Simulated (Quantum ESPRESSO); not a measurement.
# Band edges of AlP(110) under the vacuum level, part 5 of 6

How deep do the band edges lie under the vacuum at AlP(110), and what does relaxation change?

Quantum ESPRESSO 7.5; plane-wave DFT, PBE, GBRV ultrasoft pseudopotentials.

So far. Step 8 (Planar and running averages): Where the running mean is not flat inside, average.x's window, rounded to the grid, doesn't match the spacings there. Step 9 (Projected density of states of the relaxed slab): The atomic orbitals miss 0.9 % of the occupied states; for empty states the projections can miss much more.

## 10. Ground state of the bulk crystal

The bulk crystal in a cell of two such layers; its band edges will be hung on the mean potential.

System of this step: AlP, zinc blende at a = 5.51 Å. The structure is cubic, space group F-43m (No. 216). Conventional cell: a = 5.510 Å, b = 5.510 Å, c = 5.510 Å, α = 90.00°, β = 90.00°, γ = 90.00°. Al has 4 P at 2.39 Å nearest. Nearest to P lie 4 Al at 2.39 Å. Farther neighbours are not listed.

a.in

```
&control
  prefix = 'a'
  outdir = './out'
  pseudo_dir = './pseudo'
  calculation = 'scf'
  tprnfor = .true.
/
&system
  ibrav = 0
  nat = 4
  ntyp = 2
  ecutwfc = 40
  ecutrho = 200
  occupations = 'smearing'
  smearing = 'fd'
  degauss = 0.002
/
&electrons
  conv_thr = 1e-08
  mixing_beta = 0.4
  electron_maxstep = 120
/
ATOMIC_SPECIES
  Al  26.9815  al_pbe_v1.uspp.F.UPF
  P   30.9738  p_pbe_v1.5.uspp.F.UPF
CELL_PARAMETERS angstrom
  5.51000000000000 0.00000000000000 0.00000000000000
  0.00000000000000 3.89615836433788 0.00000000000000
  0.00000000000000 0.00000000000000 3.89615836433788
ATOMIC_POSITIONS crystal
  Al  0.000000000000 0.000000000000 0.000000000000
  P   0.250000000000 0.500000000000 0.000000000000
  Al  0.500000000000 0.500000000000 0.500000000000
  P   0.750000000000 0.000000000000 0.500000000000
K_POINTS automatic
  6 8 8 0 0 0
```

Launch:

```
> OMP_NUM_THREADS=1 mpirun -n 4 pw.x -nk 4 -in a.in > a.out
```

Output:

```text
[banner, memory and clock lines left out]
Program PWSCF v.7.5 starts

          URL

     Found identity + ( -0.5000 -0.5000 -0.5000) symmetry
     This is a supercell, fractional translations are disabled
     Message from routine setup:
     using ibrav=0 with symmetry is DISCOURAGED, use correct ibrav instead

     G-vector sticks info

     bravais-lattice index     =            0
     lattice parameter (alat)  =      10.4124  a.u.
     unit-cell volume          =     564.4447 (a.u.)^3
     number of atoms/cell      =            4
     number of atomic types    =            2
     number of electrons       =        16.00
     number of Kohn-Sham states=           12
     kinetic-energy cutoff     =      40.0000  Ry
     charge density cutoff     =     200.0000  Ry
     scf convergence threshold =      1.0E-08
     mixing beta               =       0.4000
     number of iterations used =            8  plain     mixing
     Exchange-correlation=  SLA  PW   PBX  PBC
                           (   1   4   3   4   0   0   0)

     celldm(1)=  10.412391  celldm(2)=   0.000000  celldm(3)=   0.000000
     celldm(4)=   0.000000  celldm(5)=   0.000000  celldm(6)=   0.000000

     crystal axes: (cart. coord. in units of alat)
               a(1) = (   1.000000   0.000000   0.000000 )
               a(2) = (   0.000000   0.707107   0.000000 )
               a(3) = (   0.000000   0.000000   0.707107 )

     reciprocal axes: (cart. coord. in units 2 pi/alat)
               b(1) = (  1.000000  0.000000  0.000000 )
               b(2) = (  0.000000  1.414214  0.000000 )
               b(3) = (  0.000000  0.000000  1.414214 )

     PseudoPot. # 1 for Al read from file:
     ./pseudo/al_pbe_v1.uspp.F.UPF
     Pseudo is Ultrasoft + core correction, Zval =  3.0
     Generated by new atomic code, or converted to UPF format
     Using radial grid of  893 points,  3 beta functions with:
                l(1) =   0
                l(2) =   1
                l(3) =   2
     Q(r) pseudized with  8 coefficients,  rinner =    0.900   0.900   0.900
                                                       0.900   0.900

     PseudoPot. # 2 for P  read from file:
     ./pseudo/p_pbe_v1.5.uspp.F.UPF
     Pseudo is Ultrasoft + core correction, Zval =  5.0
     Generated by new atomic code, or converted to UPF format
     Using radial grid of  903 points,  6 beta functions with:
                l(1) =   0
                l(2) =   0
                l(3) =   1
                l(4) =   1
                l(5) =   2
                l(6) =   2
     Q(r) pseudized with  8 coefficients,  rinner =    1.300   1.300   1.300
                                                       1.300   1.300

     atomic species   valence    mass     pseudopotential
     Al                3.00    26.98150     Al( 1.00)
     P                 5.00    30.97380     P ( 1.00)

      8 Sym. Ops. (no inversion) found

   Cartesian axes

     site n.     atom                  positions (alat units)
         1        Al     tau(   1) = (   0.0000000   0.0000000   0.0000000  )
         2        P      tau(   2) = (   0.2500000   0.3535534   0.0000000  )
         3        Al     tau(   3) = (   0.5000000   0.3535534   0.3535534  )
         4        P      tau(   4) = (   0.7500000   0.0000000   0.3535534  )

     number of k points=    60  Fermi-Dirac smearing, width (Ry)=  0.0020
                       cart. coord. in units 2pi/alat
        k(    1) = (   0.0000000   0.0000000   0.0000000), wk =   0.0052083
        k(    2) = (   0.0000000   0.0000000   0.1767767), wk =   0.0208333
        k(    3) = (   0.0000000   0.0000000   0.3535534), wk =   0.0208333
        k(    4) = (   0.0000000   0.0000000   0.5303301), wk =   0.0208333
        k(    5) = (   0.0000000   0.0000000  -0.7071068), wk =   0.0104167
        k(    6) = (   0.0000000   0.1767767   0.1767767), wk =   0.0208333
        k(    7) = (   0.0000000   0.1767767   0.3535534), wk =   0.0416667
        k(    8) = (   0.0000000   0.1767767   0.5303301), wk =   0.0416667
        k(    9) = (   0.0000000   0.1767767  -0.7071068), wk =   0.0208333
        k(   10) = (   0.0000000   0.3535534   0.3535534), wk =   0.0208333
        k(   11) = (   0.0000000   0.3535534   0.5303301), wk =   0.0416667
        k(   12) = (   0.0000000   0.3535534  -0.7071068), wk =   0.0208333
        k(   13) = (   0.0000000   0.5303301   0.5303301), wk =   0.0208333
        k(   14) = (   0.0000000   0.5303301  -0.7071068), wk =   0.0208333
        k(   15) = (   0.0000000  -0.7071068  -0.7071068), wk =   0.0052083
        k(   16) = (   0.1666667   0.0000000   0.0000000), wk =   0.0104167
        k(   17) = (   0.1666667   0.0000000   0.1767767), wk =   0.0416667
        k(   18) = (   0.1666667   0.0000000   0.3535534), wk =   0.0416667
        k(   19) = (   0.1666667   0.0000000   0.5303301), wk =   0.0416667
        k(   20) = (   0.1666667   0.0000000  -0.7071068), wk =   0.0208333
        k(   21) = (   0.1666667   0.1767767   0.1767767), wk =   0.0416667
        k(   22) = (   0.1666667   0.1767767   0.3535534), wk =   0.0833333
        k(   23) = (   0.1666667   0.1767767   0.5303301), wk =   0.0833333
        k(   24) = (   0.1666667   0.1767767  -0.7071068), wk =   0.0416667
        k(   25) = (   0.1666667   0.3535534   0.3535534), wk =   0.0416667
        k(   26) = (   0.1666667   0.3535534   0.5303301), wk =   0.0833333
        k(   27) = (   0.1666667   0.3535534  -0.7071068), wk =   0.0416667
        k(   28) = (   0.1666667   0.5303301   0.5303301), wk =   0.0416667
        k(   29) = (   0.1666667   0.5303301  -0.7071068), wk =   0.0416667
        k(   30) = (   0.1666667  -0.7071068  -0.7071068), wk =   0.0104167
        k(   31) = (   0.3333333   0.0000000   0.0000000), wk =   0.0104167
        k(   32) = (   0.3333333   0.0000000   0.1767767), wk =   0.0416667
        k(   33) = (   0.3333333   0.0000000   0.3535534), wk =   0.0416667
        k(   34) = (   0.3333333   0.0000000   0.5303301), wk =   0.0416667
        k(   35) = (   0.3333333   0.0000000  -0.7071068), wk =   0.0208333
        k(   36) = (   0.3333333   0.1767767   0.1767767), wk =   0.0416667
        k(   37) = (   0.3333333   0.1767767   0.3535534), wk =   0.0833333
        k(   38) = (   0.3333333   0.1767767   0.5303301), wk =   0.0833333
        k(   39) = (   0.3333333   0.1767767  -0.7071068), wk =   0.0416667
        k(   40) = (   0.3333333   0.3535534   0.3535534), wk =   0.0416667
        k(   41) = (   0.3333333   0.3535534   0.5303301), wk =   0.0833333
        k(   42) = (   0.3333333   0.3535534  -0.7071068), wk =   0.0416667
[...]
8.2061   8.4453   9.4150   9.9440

          k = 0.1667 0.1768 0.5303 (  2414 PWs)   bands (ev):

    -5.5149  -4.6257  -0.2137   0.8678   1.8879   3.1140   3.3130   3.7741
     8.2800   8.6646   9.5248   9.6845

          k = 0.1667 0.1768-0.7071 (  2414 PWs)   bands (ev):

    -4.9993  -4.9993   0.0778   0.0778   2.5048   2.5048   3.5107   3.5107
     8.5273   8.5273   9.4639   9.4639

          k = 0.1667 0.3536 0.3536 (  2417 PWs)   bands (ev):

    -5.6814  -4.4335  -0.0743   1.4985   1.5662   2.5570   3.1956   3.6982
     8.0732   8.8283   9.1334  10.2959

          k = 0.1667 0.3536 0.5303 (  2410 PWs)   bands (ev):

    -5.2344  -4.4705  -0.1577   0.7313   1.6128   2.8151   2.8432   3.2629
     7.6156   8.0040   8.9425  10.1716

          k = 0.1667 0.3536-0.7071 (  2412 PWs)   bands (ev):

    -4.7668  -4.7668   0.0560   0.0560   2.1790   2.1790   3.0921   3.0921
     7.5088   7.5088   9.4133   9.4133

          k = 0.1667 0.5303 0.5303 (  2411 PWs)   bands (ev):

    -4.8419  -4.3629  -0.2694   0.2476   1.6232   2.5989   2.8411   2.8726
     7.1594   7.2356   8.0976   9.1440

          k = 0.1667 0.5303-0.7071 (  2408 PWs)   bands (ev):

    -4.4876  -4.4876  -0.2103  -0.2103   2.1016   2.1016   2.8512   2.8512
     6.9439   6.9439   8.2862   8.2862

          k = 0.1667-0.7071-0.7071 (  2408 PWs)   bands (ev):

    -4.3517  -4.3517  -0.4060  -0.4060   2.4215   2.4215   2.4869   2.4869
     6.8939   6.8939   7.7411   7.7411

          k = 0.3333 0.0000 0.0000 (  2437 PWs)   bands (ev):

    -6.2250  -5.1836   0.7699   3.0496   3.0603   3.0603   4.0259   4.0259
     6.9899   7.9423   8.3060   9.2490

          k = 0.3333 0.0000 0.1768 (  2429 PWs)   bands (ev):

    -6.1220  -5.1182   0.6099   2.3899   2.7485   3.1421   4.0608   4.1684
     7.3680   8.5014   8.5501   9.2862

          k = 0.3333 0.0000 0.3536 (  2409 PWs)   bands (ev):

    -5.8308  -4.9657   0.0648   1.2196   2.6011   3.3697   4.1297   4.2474
     7.7919   7.9619   9.6931  10.0378

          k = 0.3333 0.0000 0.5303 (  2412 PWs)   bands (ev):

    -5.4172  -4.8726  -0.4738   0.1645   2.9403   3.6847   4.0348   4.1345
     7.6422   8.1042   9.5342   9.6929

          k = 0.3333 0.0000-0.7071 (  2402 PWs)   bands (ev):

    -5.0298  -5.0298  -0.4721  -0.4721   3.5094   3.5094   3.9792   3.9793
     7.8866   7.8866   9.4803   9.4817

          k = 0.3333 0.1768 0.1768 (  2423 PWs)   bands (ev):

    -6.0198  -5.0525   0.5262   2.1339   2.4596   3.1282   3.4748   4.4673
     7.9997   8.8875   8.9659   9.2648

          k = 0.3333 0.1768 0.3536 (  2417 PWs)   bands (ev):

    -5.7314  -4.8983   0.1122   1.2202   2.2146   3.3051   3.3479   4.3398
     8.5348   8.5712   9.6130   9.7351

          k = 0.3333 0.1768 0.5303 (  2405 PWs)   bands (ev):

    -5.3235  -4.7995  -0.3879   0.2232   2.5204   3.4660   3.5450   3.8932
     8.1729   8.5040   9.2444   9.4408

          k = 0.3333 0.1768-0.7071 (  2414 PWs)   bands (ev):

    -4.9460  -4.9460  -0.3916  -0.3916   3.0997   3.0997   3.6872   3.6872
     8.1151   8.1151   9.4490   9.4491

          k = 0.3333 0.3536 0.3536 (  2408 PWs)   bands (ev):

    -5.4524  -4.7362   0.0983   0.9894   1.5969   2.5838   3.3653   3.9733
     8.4114   9.0145   9.5101  10.2508

          k = 0.3333 0.3536 0.5303 (  2399 PWs)   bands (ev):

    -5.0645  -4.6148  -0.1936   0.3080   1.6701   2.4617   3.4046   3.4361
     7.7961   8.4225   9.7015  10.4350

          k = 0.3333 0.3536-0.7071 (  2412 PWs)   bands (ev):

    -4.7220  -4.7220  -0.2097  -0.2097   2.1665   2.1665   3.2992   3.2993
     7.8192   7.8192  10.2412  10.2412

          k = 0.3333 0.5303 0.5303 (  2406 PWs)   bands (ev):

    -4.7205  -4.4383  -0.1448   0.1332   1.3400   2.0041   2.8200   3.1050
     7.5034   8.3851   9.2988  10.4824

          k = 0.3333 0.5303-0.7071 (  2398 PWs)   bands (ev):

    -4.4562  -4.4562  -0.1513  -0.1513   1.7090   1.7090   2.7005   2.7005
     7.8367   7.8367   9.6146   9.6146

          k = 0.3333-0.7071-0.7071 (  2400 PWs)   bands (ev):

    -4.3285  -4.3285  -0.2288  -0.2287   1.9235   1.9235   2.1544   2.1544
     8.0851   8.0851   9.0121   9.0121

          k =-0.5000 0.0000 0.0000 (  2396 PWs)   bands (ev):

    -5.7616  -5.7616   1.8720   1.8720   3.4930   3.4930   3.4930   3.4930
     7.6027   7.6027   8.7980   8.7980

          k =-0.5000 0.0000 0.1768 (  2446 PWs)   bands (ev):

    -5.6724  -5.6724   1.4702   1.4702   3.4297   3.4297   3.5571   3.5571
     7.9864   7.9864   9.2615   9.2615

          k =-0.5000 0.0000 0.3536 (  2410 PWs)   bands (ev):

    -5.4323  -5.4323   0.5363   0.5364   3.5563   3.5563   3.7241   3.7241
     8.1843   8.1843   9.5755   9.5755

          k =-0.5000 0.0000 0.5303 (  2398 PWs)   bands (ev):

    -5.1424  -5.1424  -0.3235  -0.3235   3.8399   3.8399   3.9124   3.9124
     7.7536   7.7536   9.4575   9.4582

          k =-0.5000 0.0000-0.7071 (  2388 PWs)   bands (ev):

    -5.0004  -5.0004  -0.6734  -0.6734   3.9984   3.9984   3.9984   3.9984
     7.4474   7.4474   9.5587   9.5587

          k =-0.5000 0.1768 0.1768 (  2432 PWs)   bands (ev):

    -5.5838  -5.5838   1.2848   1.2848   2.9026   2.9026   3.8555   3.8555
     8.5720   8.5720   9.4615   9.4616

          k =-0.5000 0.1768 0.3536 (  2398 PWs)   bands (ev):

    -5.3455  -5.3455   0.5670   0.5670   2.7606   2.7607   3.9957   3.9957
     8.7216   8.7216   9.4755   9.4756

          k =-0.5000 0.1768 0.5303 (  2398 PWs)   bands (ev):

    -5.0583  -5.0583  -0.2392  -0.2392   3.0497   3.0497   3.9605   3.9605
     8.2223   8.2223   9.5290   9.5290

          k =-0.5000 0.1768-0.7071 (  2400 PWs)   bands (ev):

    -4.9180  -4.9180  -0.5785  -0.5784   3.3092   3.3093   3.8219   3.8219
     8.0669   8.0669   9.2826   9.2826

          k =-0.5000 0.3536 0.3536 (  2406 PWs)   bands (ev):

    -5.1127  -5.1127   0.4603   0.4603   1.9954   1.9954   3.9241   3.9241
     8.4794   8.4794  10.8764  10.8787

          k =-0.5000 0.3536 0.5303 (  2402 PWs)   bands (ev):

    -4.8340  -4.8340  -0.0471  -0.0471   2.0039   2.0039   3.5778   3.5779
     8.4029   8.4029   9.9078   9.9078

          k =-0.5000 0.3536-0.7071 (  2396 PWs)   bands (ev):

    -4.6987  -4.6987  -0.3339  -0.3339   2.2104   2.2104   3.3017   3.3017
     8.6650   8.6650   9.2369   9.2369

          k =-0.5000 0.5303 0.5303 (  2406 PWs)   bands (ev):

    -4.5679  -4.5679  -0.0095  -0.0095   1.5040   1.5040   2.9643   2.9643
     8.5940   8.5940  10.3123  10.3124

          k =-0.5000 0.5303-0.7071 (  2400 PWs)   bands (ev):

    -4.4401  -4.4401  -0.1242  -0.1242   1.5811   1.5811   2.5684   2.5684
     8.8794   8.8794   9.9077   9.9077

          k =-0.5000-0.7071-0.7071 (  2432 PWs)   bands (ev):

    -4.3167  -4.3167  -0.1158  -0.1158   1.6741   1.6741   2.0125   2.0125
     9.0827   9.0828  10.5252  10.5254

     the Fermi energy is     5.5129 ev

!    total energy              =     -44.63565586 Ry
     estimated scf accuracy    <          5.2E-09 Ry
     smearing contrib. (-TS)   =      -0.00000000 Ry
     internal energy E=F+TS    =     -44.63565586 Ry

     The total energy is F=E-TS. E is the sum of the following terms:
     one-electron contribution =       6.58299510 Ry
     hartree contribution      =       3.78406828 Ry
     xc contribution           =     -20.43940125 Ry
     ewald contribution        =     -34.56331799 Ry

     convergence has been achieved in   8 iterations

     Forces acting on atoms (cartesian axes, Ry/au):

     atom    1 type  1   force =     0.00000000    0.00000000    0.00000000
     atom    2 type  2   force =     0.00000258    0.00000000    0.00000000
     atom    3 type  1   force =     0.00000000    0.00000000    0.00000000
     atom    4 type  2   force =    -0.00000258    0.00000000    0.00000000

     Total force =     0.000004     Total SCF correction =     0.000026
     SCF correction compared to forces is large: reduce conv_thr to get better values

     XML data file, charge density, pseudopotentials, collected wavefunctions

                                        0.00s GPU  (     564 calls)
```

Run time: 6.4 s. Hardware: 4 MPI ranks of Arm Neoverse V2, shared host; peak memory 0.32 GiB.

Numbers from this step:

* free energy: -607.2990 eV
* Fermi energy: 5.513 eV

The run needed 8 iterations to bring the estimated error under 1e-08 Ry.

(Continued in part 6 of 6.)

[Logs are printed without paths, hosts, clocks, repeated set-up lines and the standing remarks that a program may print on its own settings, such as how far it seeks lower states.]

[Hosts, paths, dates, database ids (printed as entryN), source tags and the programs' standing remarks are cut or masked in the printed files.]

[Maps of the electrostatic potential energy from Ansatz leave out the sawtooth potential of an applied field or a dipole correction, so their vacuum need not be flat; planar profiles and work functions include it.]
